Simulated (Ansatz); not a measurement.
A plane-wave DFT run in Ansatz 0.2.0 (scalar-relativistic PAW potentials unless the input names others): input and command.

```yaml
crystal:
  lattice:
    - [0.0, 2.7664301236, 2.7664301236]
    - [2.7664301236, 0.0, 2.7664301236]
    - [2.7664301236, 2.7664301236, 0.0]
  atoms:
    - { symbol: Co, position: [0.0, 0.0, 0.0] }
    - { symbol: Si, position: [0.25, 0.25, 0.25] }
    - { symbol: Si, position: [0.75, 0.75, 0.75] }
basis:
  ecutwfc: 420
kpoints:
  mp_grid: { grid: [14, 14, 14] }
hamiltonian:
  xc: b3-lyp
scf:
  occupations: { method: gaussian, width: 0.1 }
  max_iter: 75
output:
  forces: true
  eigenvalues: true
  stress: true
```

```bash
ansatz run input.yaml --threads 1 --pin off --max-ram 2560MiB --backend cpu --events-out ev --progress --plain --runs-dir out
```

**Question.** Will this input run?

**Answer.** The program refuses it, because of an unknown functional (hamiltonian.xc: "pbe" → "b3-lyp"; the functional meant is spelt b3lyp). With the sound run's settings it is accepted.

Abridged log:
```
Error: YAML parse error: error: line 15 column 7: hamiltonian.xc: unknown variant `b3-lyp`, expected one of `lda`, `lda-pw`, `pw92`, `pbe`, `pbesol`, `rpbe`, `revpbe`, `blyp`, `pbe0`, `revpbe0`, `b3lyp`, `b3lyp5`, `hse06`, `wpbeh`, `hiss`, `lc_wpbe`, `cam_b3lyp`, `hf`, `r2scan`, `r2scanh`, `r2scan0`, `r2scan50`, `mr2scan`
  --> <input>:15:7
   |
13 |   mp_grid: { grid: [14, 14, 14] }
14 | hamiltonian:
15 |   xc: b3-lyp
   |       ^ hamiltonian.xc: unknown variant `b3-lyp`, expected one of `lda`, `lda-pw`, `pw92`, `pbe`, `pbesol`, `rpbe`, `revpbe`, `blyp`, `pbe0`, `revpbe0`, `b3lyp`, `b3lyp5`, `hse06`, `wpbeh`, `hiss`, `lc_wpbe`, `cam_b3lyp`, `hf`, `r2scan`, `r2scanh`, `r2scan0`, `r2scan50`, `mr2scan`
16 | scf:
17 |   occupations: { method: gaussian, width: 0.1 }
   |
```